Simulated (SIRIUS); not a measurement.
Si2Mo under changes of volume

One of the cells (13.416 Å³/atom); the others are scaled copies at fixed shape and fractional positions:

```
Mo Si
1.0
    -1.60000    1.60000    3.93050
     1.60000   -1.60000    3.93050
     1.60000    1.60000   -3.93050
Mo Si
1 2
Cartesian
  0.0000 0.0000 0.0000
  0.0000 0.0000 5.2433
  0.0000 0.0000 2.6177
```

```yaml
Program: SIRIUS 7.12.0
Functional: PBEsol
Potentials_or_basis: PseudoDojo 0.4.1 PBEsol standard (scalar relativistic)
Cutoff: 1102 eV
Density_cutoff: 4408 eV
k_mesh: 12 × 12 × 12
Occupations: fermi-dirac, width 0.05 eV
Spin: no spin polarisation
```

| volume (Å³/atom) | energy over the lowest point (meV/atom) | pressure (GPa) | largest force (eV/Å) |
| --- | --- | --- | --- |
| 12.611 | ? | ? | ? |
| 12.879 | 7.03 | 6.7 | 0.259 |
| 13.148 | 0.00 | 1.8 | 0.292 |
| 13.416 | 0.84 | -2.7 | 0.323 |
| 13.684 | 8.74 | -6.7 | 0.352 |
| 13.953 | 22.96 | -10.2 | 0.379 |
| 14.221 | 42.85 | -13.4 | 0.404 |

What does the run at 12.611 Å³/atom give?

Energy over the lowest point 22.84 meV/atom; pressure 12.2 GPa; largest force 0.224 eV/Å.

Worked out: A Birch-Murnaghan fit of order 3 (a polynomial in V^(-2/3)) to the other rows has its minimum at 13.25 Å³/atom with B0 = V·E''(V) = 222 GPa and B' = 4.4 at fixed shape and positions, which overstates the stiffness. It gives 22.78 meV/atom at 12.611 Å³/atom, against the run's 22.84, and -dE/dV = 12.2 GPa, against 12.2.

Energies are extrapolated to zero smearing.
